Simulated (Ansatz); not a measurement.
Ga2O3 in the A-La2O3 structure was relaxed with 4 functionals in the PAW code Ansatz, cell and atoms free, the symmetry of the start kept (meshes: PBE 12×12×6, r2SCAN 12×12×4, PBEsol 12×12×4, LDA 12×12×4). Note: simulated data, non-magnetic, for a generated structure that need not be the stable one.

The r2SCAN result:
```
Ga O
1.0
     2.99095    0.00000    0.00000
    -1.49547    2.59024    0.00000
     0.00000    0.00000    6.84581
Ga O
2 3
Direct
  0.33333 0.66667 0.20392
  0.66667 0.33333 0.79608
  0.00000 0.00000 0.00000
  0.33333 0.66667 0.69160
  0.66667 0.33333 0.30840
```

It is trigonal, P-3m1 (No. 164); conventional cell a = 2.991 Å, c = 6.846 Å, 10.61 Å³ an atom. Ga is surrounded by 6 O at 1.87–2.22 Å; O is surrounded by 6 Ga at 2.22 Å; O is surrounded by 3 Ga at 1.87 Å.

(1) Order the functionals by the relaxed volume, smallest first.
A. PBE
B. r2SCAN
C. PBEsol
D. LDA

(2) What lattice does PBE give?

(3) How does the cell change with PBEsol?

(4) Held at the r2SCAN cell, what mean stress do LDA and PBE find, and does its sign point to their own minimum?

Answers

(1) D (10.09 Å³/atom), B (10.61 Å³/atom), C (10.85 Å³/atom), A (11.89 Å³/atom).

(2) a = 3.025 Å, c = 7.506 Å; the volume differs by +12.1 % from r2SCAN's. Ga has 6 O at 1.90–2.25 Å; O has 6 Ga at 2.25 Å; O has 3 Ga at 1.90 Å.

(3) a = 2.993 Å, c = 6.996 Å; the volume differs by +2.3 % from r2SCAN's. Ga is surrounded by 6 O at 1.88–2.22 Å; O is surrounded by 6 Ga at 2.22 Å; O is surrounded by 3 Ga at 1.88 Å.

(4) Yes. LDA -4.73 GPa, and its relaxed volume is -4.9 % from r2SCAN's; PBE +8.27 GPa, and its relaxed volume is +12.1 % from r2SCAN's. Compression counts positive, so a positive stress asks for a larger cell.
